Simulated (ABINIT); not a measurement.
P:

```xyz
4
Lattice="1.6477 -5.4650 0.0000 1.6477 5.4650 0.0000 0.0000 0.0000 4.5436" Properties=species:S:1:pos:R:3 pbc="T T T"
P     1.6477   -4.4173    2.6754
P     1.6477    4.4173    1.8683
P     1.6477   -1.0477    0.4035
P     1.6477    1.0477    4.1401
```

Base run:

* Program: ABINIT 10.8.3 (patched build)
* Functional: PBE
* Potentials or basis: JTH PAW PBE v2.0
* Cutoff: 544 eV
* k mesh: 6 × 6 × 5
* Occupations: fermi-dirac, width 0.05 eV
* Spin: no spin polarisation

Its results: band gap on the k mesh 0.10 eV, direct; pressure 1.9 GPa; largest force 0.329 eV/Å.

Task: The run is repeated on the same cell with these changes: k mesh from 6 × 6 × 5 to 3 × 3 × 2. What comes out?

Result: Band gap on the k mesh 0.65 eV, indirect (least direct gap 0.86 eV); pressure 2.3 GPa; largest force 0.363 eV/Å.

Caveats: some runs use coarse meshes; an odd mesh through Γ misses points on the zone boundary, where band edges often lie.
